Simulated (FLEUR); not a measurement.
# C (Fd-3m) in FLEUR: a series of runs

The runs below take C through band structure, equation of state, with LDA (Moruzzi-Janak-Williams).

All numbers are computed with FLEUR MaX-R8.1 (later development tree); they aren't measurements. Logs are shortened: lines on timing, memory, paths and dates and some standing lists are left out, and cuts for length are marked.

**What was measured.**

“Equation of state of cubic boron nitride at high pressures and temperatures”, 2007, arxiv:cond-mat/0702656 quotes, for a bulk crystal of C: bulk modulus 444.8 ± 0.8 GPa.

The results are compared with them further down.

### 1 Starting point

Symmetry: Fd-3m, No. 227, cubic system. The conventional cell has a = 3.567 Å, b = 3.567 Å, c = 3.567 Å, α = 90.00°, β = 90.00°, γ = 90.00°. C (site symmetry -43m) has 4 C at 1.54 Å as nearest neighbours.

This isn't the form of C at room conditions, which is graphite.

### 2 Band structure, LDA (Moruzzi-Janak-Williams)

Input file inp.xml:

```xml
<?xml version="1.0" encoding="UTF-8" standalone="no"?>
<fleurInput fleurInputVersion="0.39">
   <comment>
      C                                                                                                   
   </comment>
   <calculationSetup>
      <cutoffs Kmax="5.19" Gmax="16.1" GmaxXC="16.1" numbands="0"/>
      <scfLoop itmax="60" minDistance="0.00001" maxIterBroyd="15" imix="Anderson" alpha="0.05" precondParam="0.0" spinf="2.0" sdNocoIR="T"/>
      <coreElectrons ctail="T" frcor="F" kcrel="0" coretail_lmax="0"/>
      <xcFunctional name="mjw" relativisticCorrections="F"/>
      <magnetism jspins="1"/>
      <soc l_soc="F" theta="0.0" phi="0.0" spav="F"/>
      <expertModes spex="0" secvar="F"/>
      <geometryOptimization l_f="F" forcealpha="1.0" forcemix="BFGS" epsdisp="0.00001" epsforce="0.00001"/>
      <ldaU l_linMix="F" mixParam="0.05" spinf="1.0"/>
   </calculationSetup>
   <cell>
      <bzIntegration valenceElectrons="8.0" mode="hist" fermiSmearingEnergy="0.00183747">
         <kPointListSelection listName="default-1"/>
         <!-- k-points included here -->
         <xi:include xmlns:xi="http://www.w3.org/2001/XInclude" href="kpts.xml"> </xi:include>
      </bzIntegration>
      <!-- symmetry operations included here -->
      <xi:include xmlns:xi="http://www.w3.org/2001/XInclude" href="sym.xml"> </xi:include>
      <bulkLattice scale="1.0">
         <bravaisMatrix>
            <row-1>    0.0000000000000000     3.3700808788279017     3.3700808788279017</row-1>
            <row-2>    3.3700808788279017     0.0000000000000000     3.3700808788279017</row-2>
            <row-3>    3.3700808788279017     3.3700808788279017     0.0000000000000000</row-3>
         </bravaisMatrix>
      </bulkLattice>
   </cell>
   <atomSpecies>
      <species name="Carbon (C)" element="C" atomicNumber="6">
         <mtSphere radius="1.35" gridPoints="447" logIncrement="0.023"/>
         <atomicCutoffs lmax="8" lnonsphr="6"/>
         <electronConfig flipSpins="F">
            <coreConfig>(1s1/2)</coreConfig>
            <valenceConfig>(2s1/2) (2p1/2) (2p3/2)</valenceConfig>
            <stateOccupation state="(2p1/2)" spinUp="0.333333" spinDown="0.333333"/>
            <stateOccupation state="(2p3/2)" spinUp="0.666667" spinDown="0.666667"/>
         </electronConfig>
         <energyParameters s="2" p="2" d="3" f="4"/>
         <lo type="SCLO" l="0" n="2" eDeriv="2"/>
         <lo type="SCLO" l="1" n="2" eDeriv="2"/>
         <lo type="SCLO" l="2" n="3" eDeriv="2"/>
      </species>
   </atomSpecies>
   <atomGroups>
      <atomGroup species="Carbon (C)">
         <relPos label="                   1">-3.000/8.000 -3.000/8.000 -3.000/8.000</relPos>
         <relPos label="                   2">3.000/8.000 3.000/8.000 3.000/8.000</relPos>
         <force calculate="T" relaxXYZ="TTT"/>
      </atomGroup>
   </atomGroups>
   <output dos="F" band="F" slice="F">
      <checks vchk="F" cdinf="F"/>
      <bandDOS minEnergy="-.5*Htr" maxEnergy="0.5*Htr" sigma="0.015" storeEVData="T"/>
      <vacuumDOS vacdos="F" integ="F" star="F" nstars="0" locx1="0.0" locy1="0.0" locx2="0.0" locy2="0.0" nstm="0" tworkf="0.0"/>
      <unfoldingBand unfoldBand="F" supercellX="1" supercellY="1" supercellZ="1"/>
      <plotting iplot="0" polar="F">
         <plot TwoD="T" vec1="  1.0  0.0  0.0" vec2="  0.0  1.0  0.0" vec3="  0.0  0.0  1.0" zero="  0.0  0.0  0.0" file="plot"/>
      </plotting>
      <chargeDensitySlicing numkpt="0" minEigenval="0.0" maxEigenval="0.0" nnne="0" pallst="F"/>
      <specialOutput eonly="F"/>
      <moessbauerParams electricFieldGradient="T" isomerShift="T" coreHyperfine="T" valenceHyperfine="T"/>
      <magneticCircularDichroism mcd="F" energyLo="-10.0" energyUp="0.0"/>
   </output>
  <!-- We include the file relax.xml here to enable relaxations (see documentation) -->
  <xi:include xmlns:xi="http://www.w3.org/2001/XInclude" href="relax.xml"> <xi:fallback/> </xi:include>
</fleurInput>
```

Input file crystal.txt:

```
C
&input cartesian=F /
0.0000000000  1.7833700000  1.7833700000
1.7833700000  0.0000000000  1.7833700000
1.7833700000  1.7833700000  0.0000000000
1.8897261246
1.0 1.0 1.0

2
6 0.7500000000  0.7500000000  0.7500000000
6 0.5000000000  0.5000000000  0.5000000000

&kpt div1=13 div2=13 div3=13 gamma=T /
```

Input file inp.xml (bands):

```
<?xml version="1.0" encoding="UTF-8" standalone="no"?>
<fleurInput fleurInputVersion="0.39">
   <comment>
      C                                                                                                   
   </comment>
   <calculationSetup>
      <cutoffs Kmax="5.19" Gmax="16.1" GmaxXC="16.1" numbands="0"/>
      <scfLoop itmax="60" minDistance="0.00001" maxIterBroyd="15" imix="Anderson" alpha="0.05" precondParam="0.0" spinf="2.0" sdNocoIR="T"/>
      <coreElectrons ctail="T" frcor="F" kcrel="0" coretail_lmax="0"/>
      <xcFunctional name="mjw" relativisticCorrections="F"/>
      <magnetism jspins="1"/>
      <soc l_soc="F" theta="0.0" phi="0.0" spav="F"/>
      <expertModes spex="0" secvar="F"/>
      <geometryOptimization l_f="F" forcealpha="1.0" forcemix="BFGS" epsdisp="0.00001" epsforce="0.00001"/>
      <ldaU l_linMix="F" mixParam="0.05" spinf="1.0"/>
   </calculationSetup>
   <cell>
      <bzIntegration valenceElectrons="8.0" mode="hist" fermiSmearingEnergy="0.00183747">
         <kPointListSelection listName="path-1"/>
         <!-- k-points included here -->
         <xi:include xmlns:xi="http://www.w3.org/2001/XInclude" href="kpts.xml"> </xi:include>
      </bzIntegration>
      <!-- symmetry operations included here -->
      <xi:include xmlns:xi="http://www.w3.org/2001/XInclude" href="sym.xml"> </xi:include>
      <bulkLattice scale="1.0">
         <bravaisMatrix>
            <row-1>    0.0000000000000000     3.3700808788279017     3.3700808788279017</row-1>
            <row-2>    3.3700808788279017     0.0000000000000000     3.3700808788279017</row-2>
            <row-3>    3.3700808788279017     3.3700808788279017     0.0000000000000000</row-3>
         </bravaisMatrix>
      </bulkLattice>
   </cell>
   <atomSpecies>
      <species name="Carbon (C)" element="C" atomicNumber="6">
         <mtSphere radius="1.35" gridPoints="447" logIncrement="0.023"/>
         <atomicCutoffs lmax="8" lnonsphr="6"/>
         <electronConfig flipSpins="F">
            <coreConfig>(1s1/2)</coreConfig>
            <valenceConfig>(2s1/2) (2p1/2) (2p3/2)</valenceConfig>
            <stateOccupation state="(2p1/2)" spinUp="0.333333" spinDown="0.333333"/>
            <stateOccupation state="(2p3/2)" spinUp="0.666667" spinDown="0.666667"/>
         </electronConfig>
         <energyParameters s="2" p="2" d="3" f="4"/>
         <lo type="SCLO" l="0" n="2" eDeriv="2"/>
         <lo type="SCLO" l="1" n="2" eDeriv="2"/>
         <lo type="SCLO" l="2" n="3" eDeriv="2"/>
      </species>
   </atomSpecies>
   <atomGroups>
      <atomGroup species="Carbon (C)">
         <relPos label="                   1">-3.000/8.000 -3.000/8.000 -3.000/8.000</relPos>
         <relPos label="                   2">3.000/8.000 3.000/8.000 3.000/8.000</relPos>
         <force calculate="T" relaxXYZ="TTT"/>
      </atomGroup>
   </atomGroups>
   <output dos="F" band="T" slice="F">
      <checks vchk="F" cdinf="F"/>
      <bandDOS minEnergy="-.5*Htr" maxEnergy="0.5*Htr" sigma="0.015" storeEVData="T"/>
      <vacuumDOS vacdos="F" integ="F" star="F" nstars="0" locx1="0.0" locy1="0.0" locx2="0.0" locy2="0.0" nstm="0" tworkf="0.0"/>
      <unfoldingBand unfoldBand="F" supercellX="1" supercellY="1" supercellZ="1"/>
      <plotting iplot="0" polar="F">
         <plot TwoD="T" vec1="  1.0  0.0  0.0" vec2="  0.0  1.0  0.0" vec3="  0.0  0.0  1.0" zero="  0.0  0.0  0.0" file="plot"/>
      </plotting>
      <chargeDensitySlicing numkpt="0" minEigenval="0.0" maxEigenval="0.0" nnne="0" pallst="F"/>
      <specialOutput eonly="F"/>
      <moessbauerParams electricFieldGradient="T" isomerShift="T" coreHyperfine="T" valenceHyperfine="T"/>
      <magneticCircularDichroism mcd="F" energyLo="-10.0" energyUp="0.0"/>
   </output>
  <!-- We include the file relax.xml here to enable relaxations (see documentation) -->
  <xi:include xmlns:xi="http://www.w3.org/2001/XInclude" href="relax.xml"> <xi:fallback/> </xi:include>
</fleurInput>
```

Potentials or basis: all-electron, FLAPW.

Started as:

```
$ inpgen -f crystal.txt -profile fastHighL
$ # inp.xml edited to the form shown
$ fleur_MPI
$ fleur_MPI   # second run, on inp.xml (bands)
```

Standard output:

```text
Welcome to FLEUR        (www.flapw.de)
      MaX-Release 8.1          (www.max-centre.eu)

 ========== k-point set info ==========
 Selected k-point list: default-1
 k-point list type: mesh
 13 x 13 x 13
 Number of k points: 84

 ------------Calculation Setup---------------------------
 Number of MPI-tasks      :            1
 Number of PE/node        :            1
 Number of OMP-threads    :            1
 Most efficient MPI parallelization for:
           1           2           3           4           6           7          12          14          21          28          42          84
 Additional eigenvalue parallelization possible
 Number of basis functions:          220
 Approximate size of matrices (H+S) per k-point:         0.001 GB
 --------------------------------------------------------
 Iteration:     1   Distance:      26.37087164 me/bohr^3
 Iteration:     2   Distance:      24.83256195 me/bohr^3
 Iteration:     3   Distance:       4.09870793 me/bohr^3
 Iteration:     4   Distance:       1.77870005 me/bohr^3
 Iteration:     5   Distance:       0.28072530 me/bohr^3
 Iteration:     6   Distance:       0.05310410 me/bohr^3
 Iteration:     7   Distance:       0.00951104 me/bohr^3
 Iteration:     8   Distance:       0.00069196 me/bohr^3
 Iteration:     9   Distance:       0.00024311 me/bohr^3
 Iteration:    10   Distance:       0.00000329 me/bohr^3

 ********************************************************************
 Run finished successfully
 Stop message:
   all done
 ********************************************************************
```

output (bands):

```text
Welcome to FLEUR        (www.flapw.de)
      MaX-Release 8.1          (www.max-centre.eu)

 ========== k-point set info ==========
 Selected k-point list: path-1
 k-point list type: path
 Number of k points: 60

 ------------Calculation Setup---------------------------
 Number of MPI-tasks      :            1
 Number of PE/node        :            1
 Number of OMP-threads    :            1
 Most efficient MPI parallelization for:
           1           2           3           4           5           6          10          12          15          20          30          60
 Additional eigenvalue parallelization possible
 Number of basis functions:          220
 Approximate size of matrices (H+S) per k-point:         0.001 GB
 --------------------------------------------------------
 Fermi energy correction for insulators:
 No automatic correction of the Fermi energy has been performed.

 Note: Band structure data (together with different weights) is also stored in the banddos.hdf file.
       A convenient way of extracting and plotting the data from that file is by making use of the

 ********************************************************************
 Run finished successfully
 Stop message:
   Charge density postprocessing done.
 ********************************************************************
```

out.xml (last iteration):

```text
<iteration numberForCurrentRun="   10" overallNumber="   10">
         <energyParameters units="Htr">
            <atomicEP atomType="1" spin="1" branch="2s" branchLowest="-9.21" branchHighest="2.76" value="-0.2676779743"/>
            <atomicEP atomType="1" spin="1" branch="2p" branchLowest="-9.99" branchHighest="2.30" value="-0.0715877980"/>
            <atomicEP atomType="1" spin="1" branch="3d" branchLowest="-9.99" branchHighest="6.92" value="0.1328010368"/>
            <atomicEP atomType="1" spin="1" branch="4f" branchLowest="-9.99" branchHighest="11.61" value="0.2926186881"/>
            <loAtomicEP atomType="1" spin="1" branch="2s" branchLowest="-9.21" branchHighest="2.76" value="-0.2676779743"/>
            <loAtomicEP atomType="1" spin="1" branch="2p" branchLowest="-9.99" branchHighest="2.30" value="-0.0716015786"/>
            <loAtomicEP atomType="1" spin="1" branch="3d" branchLowest="-9.99" branchHighest="6.92" value="0.1328029634"/>
         </energyParameters>
         <eigenvalues>
            <eigenvaluesAt spin="1" ikpt="1" k_x="0.00000000" k_y="0.00000000" k_z="0.00000000">
                      -0.3420385269        0.4416669696        0.4416669696        0.4416669696        0.6454273413
                       0.6454273413        0.6454273413
            </eigenvaluesAt>
            <eigenvaluesAt spin="1" ikpt="2" k_x="0.00000000" k_y="0.00000000" k_z="0.07692308">
                      -0.3360255097        0.4029396375        0.4314466035        0.4314466035        0.6587607546
                       0.6587607546        0.6685361859
            </eigenvaluesAt>
            <eigenvaluesAt spin="1" ikpt="3" k_x="0.00000000" k_y="0.00000000" k_z="0.15384615">
                      -0.3180433229        0.3203326397        0.4084174438        0.4084174438        0.6889588488
                       0.6889588488        0.7070524093
            </eigenvaluesAt>
            <eigenvaluesAt spin="1" ikpt="4" k_x="0.00000000" k_y="0.00000000" k_z="0.23076923">
                      -0.2882892443        0.2254438885        0.3834934885        0.3834934885        0.7194165621
                       0.7194165621        0.7368696244
            </eigenvaluesAt>
         </eigenvalues>
         <bandgap value="4.1033192230" units="eV"/>
         <sumValenceSingleParticleEnergies value="0.9150778593" units="Htr"/>
         <FermiEnergy value="0.4416669696" units="Htr"/>
         <valenceDensity>
            <mtCharges spin="1">
               <mtCharge atomType="1" total="2.0941891" s="0.6420601" p="1.4166921" d="0.0317249" f="0.0030676"/>
            </mtCharges>
            <spinDependentCharge spin="1" total="8.0000000" interstitial="3.8116218" mtSpheres="4.1883782"/>
            <totalCharge value="8.0000000000"/>
         </valenceDensity>
         <coreStates atomType="     1" atomicNumber="  6" spin="1" kinEnergy="     31.4460955958" eigValSum="    -18.4310271868" lostElectrons=" 0.000197">
            <state n="1" l="0" j="0.5" energy="-9.2155135934" weight="1.0000000000"/>
         </coreStates>
         <allElectronCharges>
            <spinDependentCharge spin="1" total="12.0000000" interstitial="3.8120118" mtSpheres="8.1879882"/>
            <totalCharge value="11.9999999966"/>
         </allElectronCharges>
         <moessbauerParams unitsHFF="kG" unitsIS="e/bohr^3" unitsEFG="Htr/bohr^2">
            <coreIsomerShift atomType="1" isTotal="121.65018">
               <shell n="1" l="0" isomerShift="121.65018"/>
            </coreIsomerShift>
            <isomerShift atomType="1" nucleusRadius="0.0000541" averageDensity="126.05106"/>
            <electricFieldGradient atomType="1" VXX="0.00000" VYY="0.00000" VZZ="0.00000" asymParam="0.00000">
            </electricFieldGradient>
         </moessbauerParams>
         <totalEnergy                                    value="      -75.6444474839" units="Htr">
            <sumOfEigenvalues                            value="      -35.9469765143">
               <coreElectrons value="-36.8620543736"/>
               <valenceElectrons value="0.9150778593"/>
            </sumOfEigenvalues>
            <densityCoulombPotentialIntegral value="-97.5125945509"/>
            <densityEffectivePotentialIntegral value="-111.0022450293"/>
            <chargeDenXCDenIntegral value="-10.2588227086"/>
            <FockExchangeEnergyValence value="0.0000000000"/>
            <FockExchangeEnergyCore value="0.0000000000"/>
            <atomTypeDependentContributions atomType="1">
               <electronNucleiInteractionDifferentMTs value="82.9344052314"/>
               <MadelungTerm value="-8.7501907836"/>
            </atomTypeDependentContributions>
            <tkbTimesEntropy value="0.0000000000"/>
            <freeEnergy value="-75.6444474839"/>
            <extrapolationTo0K value="-75.6444474839"/>
         </totalEnergy>
         <densityConvergence units="me/bohr^3">
            <chargeDensity spin="1" distance="0.0000032856"/>
         </densityConvergence>
      </iteration>
```

It took 8.8 s on 1 thread of Arm Neoverse V2, shared host; peak memory 0.04 GiB.

Results:

| Item | Value |
| --- | --- |
| Free energy | -2058.3903 eV |
| Band gap on the k mesh | 4.10 eV, indirect (least direct gap 5.54 eV) |
| Band gap along the path | 4.09 eV, indirect (least direct gap 5.54 eV) |
| Valence electrons inside the program's atomic spheres | C 2.09 (radii C 1.35 bohr) |

Levels at the corners of the path, in eV from the valence-band top:
```csv
point,band 1,band 2,band 3,band 4,band 5,band 6,band 7
Γ,-21.33,0.00,0.00,0.00,5.54,5.54,5.54
X,-12.62,-12.62,-6.29,-6.29,4.70,4.70,16.62
W,-11.78,-11.78,-8.36,-8.36,10.44,10.44,12.33
K,-12.77,-11.59,-9.36,-5.36,5.61,10.65,14.23
Γ,-21.33,0.00,0.00,0.00,5.54,5.54,5.54
L,-15.49,-13.37,-2.79,-2.79,8.38,8.38,9.00
U,-12.77,-11.59,-9.36,-5.36,5.61,10.65,14.23
W,-11.78,-11.78,-8.36,-8.36,10.44,10.44,12.33
L,-15.49,-13.37,-2.79,-2.79,8.38,8.38,9.00
K,-12.77,-11.59,-9.36,-5.36,5.61,10.65,14.23
U,-12.77,-11.59,-9.36,-5.36,5.61,10.65,14.23
X,-12.62,-12.62,-6.29,-6.29,4.70,4.70,16.62
```

Core levels (eV from the Fermi level):
```csv
atom,levels
1 C,1s1/2 -262.8
2 C,1s1/2 -262.8
```

### 3 Equation of state, LDA (Moruzzi-Janak-Williams), 5.33 Å³/atom (volume scaled by 0.94)

Edit inp.xml of step 2 so:

```diff
@@ -6,3 +6,3 @@
    <calculationSetup>
-      <cutoffs Kmax="5.19" Gmax="16.1" GmaxXC="16.1" numbands="0"/>
+      <cutoffs Kmax="5.34" Gmax="16.6" GmaxXC="16.6" numbands="0"/>
       <scfLoop itmax="60" minDistance="0.00001" maxIterBroyd="15" imix="Anderson" alpha="0.05" precondParam="0.0" spinf="2.0" sdNocoIR="T"/>
@@ -24,3 +24,3 @@
       <xi:include xmlns:xi="http://www.w3.org/2001/XInclude" href="sym.xml"> </xi:include>
-      <bulkLattice scale="1.0">
+      <bulkLattice scale="0.9795861087">
          <bravaisMatrix>
@@ -34,3 +34,3 @@
       <species name="Carbon (C)" element="C" atomicNumber="6">
-         <mtSphere radius="1.35" gridPoints="447" logIncrement="0.023"/>
+         <mtSphere radius="1.31" gridPoints="447" logIncrement="0.023"/>
          <atomicCutoffs lmax="8" lnonsphr="6"/>
```

Potentials or basis: all-electron, FLAPW.

Started as:

```
$ inpgen -f crystal.txt -profile fastHighL
$ # inp.xml edited to the form shown
$ fleur_MPI
```

It took 7.9 s on 1 thread of Arm Neoverse V2, shared host; peak memory 0.08 GiB.

Results (log left out):

- Free energy: -2058.3805 eV
- Band gap on the k mesh: 4.25 eV, indirect (least direct gap 5.72 eV)
- Valence electrons inside the program's atomic spheres: C 2.02 (radii C 1.31 bohr)

Caveat: an odd mesh through Γ misses points on the zone boundary, where band edges often lie.

### 4 Equation of state, LDA (Moruzzi-Janak-Williams), 5.44 Å³/atom (volume scaled by 0.96)

Edit inp.xml of step 3 so:

```diff
@@ -24,3 +24,3 @@
       <xi:include xmlns:xi="http://www.w3.org/2001/XInclude" href="sym.xml"> </xi:include>
-      <bulkLattice scale="0.9795861087">
+      <bulkLattice scale="0.9864848297">
          <bravaisMatrix>
```

Started as:

```
$ inpgen -f crystal.txt -profile fastHighL
$ # inp.xml edited to the form shown
$ fleur_MPI
```

Run time: 8.1 s. Hardware: 1 thread of Arm Neoverse V2, shared host; peak memory 0.08 GiB.

It converged, with:

```yaml
Free_energy: -2058.3979 eV
Band_gap_on_the_k_mesh: 4.20 eV, indirect (least direct gap 5.66 eV)
Valence_electrons_inside_the_program's_atomic_spheres: C 2.00 (radii C 1.31 bohr)
```

Caveat: an odd mesh through Γ misses points on the zone boundary, where band edges often lie.

(Continued in part 2 of 2.)
